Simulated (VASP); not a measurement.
Input of a VASP 6.6.1 run:

The input INCAR:

```
PREC = Accurate
ENCUT = 520
EDIFF = 1E-6
ISMEAR = 0
SIGMA = 0.01
LREAL = F
LASPH = T
NELM = 100
ALGO = Normal
ISIF = 2
LWAVE = F
LCHARG = F
GGA = PE
NBANDS = 17
```

The input KPOINTS:

```
Automatic mesh
0
Gamma
  6 6 6
```

File POSCAR:

```
TePb
1.0
    0.0000000000      3.2678555474      3.2678555474
    3.2678555474      0.0000000000      3.2678555474
    3.2678555474      3.2678555474      0.0000000000
Te Pb
1 1
Direct
    0.5000000000      0.5000000000      0.5000000000
    0.0000000000      0.0000000000      0.0000000000
```

Potentials or basis: VASP PAW PBE potentials, release 64 (Te, Pb_d).

Command:

```sh
$ cat potpaw_PBE.64/Te/POTCAR potpaw_PBE.64/Pb_d/POTCAR > POTCAR
$ mpirun -np 1 vasp_std > vasp.out
```

(1) Predict the pressure.

(2) Predict the band gap on the k mesh.

Results:

(1) 0.6 GPa.

(2) 0.80 eV, direct.

Caveat: spin-orbit coupling is left out, which moves the levels of the heavy elements.

**Experimental background.**

From a printed reference work, monograph, for a bulk crystal of TePb at 4.2 K: band gap 0.19 eV (direct).

Measured gap of TePb: 0.19 eV (direct; 4.2 K; a printed reference work, monograph). This calculation gives 0.80 eV (+0.61 eV). Spin-orbit coupling on Pb, Te is left out. The value is that of PBE on a finite k mesh, which can miss the band edges, without temperature or zero-point motion.
